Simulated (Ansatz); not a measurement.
## Squeezing Os (sc type)

```
Os
1.0
     2.55794    0.00000    0.00000
     0.00000    2.55794    0.00000
     0.00000    0.00000    2.55794
Os
1
Direct
  0.00000 0.00000 0.00000
```

The cell comes from a relaxation on PAW files under the same functional, begun from a prototype that needn't be the stable phase.

Its volume is scaled at fixed shape and fractional positions.

All numbers are PBE results (scalar-relativistic) from Ansatz 0.2.0, with a Γ-centred 17×17×17 k mesh, Fermi–Dirac smearing of 0.08 eV, no spin polarisation. Methods: LAPW: all electrons, basis error target 1 meV/atom; PAW: frozen-core files, cutoff 420 eV; crystal datasets: all electrons, by PAW datasets that the program makes for each cell; norm-conserving: pseudopotentials, cutoff 1007 eV; PAW (cutoff 300 eV): frozen-core files, cutoff 300 eV.

Energies are extrapolated to zero smearing and count from the unscaled cell; pressure is positive in compression; gaps take the mesh and a band path. No temperature or zero-point motion is included.

Spin–orbit coupling is left out, which matters for the heavy atoms.

| V/V0 | V (Å³/atom) | P LAPW (GPa) | ΔE LAPW (eV/atom) | P PAW − LAPW (GPa) | ΔE PAW − LAPW (meV/atom) |
| --- | --- | --- | --- | --- | --- |
| 1.00 | 16.74 | -0.04 | 0.000 | 0.01 | 0.0 |
| 0.92 | 15.40 | 27.1 | 0.103 | 0.04 | 0.2 |
| 0.84 | 14.06 | 69.8 | 0.492 | 0.12 | 0.9 |
| 0.76 | 12.72 | 137.7 | 1.334 | 0.30 | 2.6 |
| 0.68 | 11.38 | 248.0 | 2.905 | 0.64 | 6.4 |
| 0.60 | 10.04 | 433.8 | 5.683 | 1.16 | 13.9 |
| 0.52 | 8.70 | ? | ? | ? | ? |
| 0.45 | 7.53 | 1272 | 17.784 | 4.24 | 49.2 |

(1) Fit the Vinet equation to the LAPW pressures shown (residuals weighted by 1/(|P| + 0.03·Pmax)), and predict the pressure of the withheld row.

(2) At the smallest volume, how far do crystal datasets and norm-conserving and PAW (cutoff 300 eV) lie from LAPW in pressure?

(3) How do the Löwdin populations by LAPW change from the unscaled cell to the last row?

Results:

(1) The fit gives V0 = 16.75 Å³/atom, B0 = 257 GPa and B0′ = 5.03. At 8.70 Å³/atom, x = (V/V0)^(1/3) = 0.8040, and P = 3·B0·(1 − x)/x²·exp[1.5·(B0′ − 1)·(1 − x)] = 764.3 GPa. The run itself gave 759.8 GPa (+0.6 % off) and ΔE = 10.535 eV/atom.

(2) crystal datasets: 0.00 GPa; norm-conserving: +3.97 GPa; PAW (cutoff 300 eV): +6.28 GPa, on a LAPW pressure of 1272 GPa.

(3) Os 5s 1.98 → 1.88, Os 6s 0.98 → 0.71, Os 5p 5.99 → 5.92, Os 5d 6.93 → 7.38 electrons an atom. These are projections on the shells that the free atoms fill; 0.12 e a cell lies outside them at the start and 0.12 e at the end.
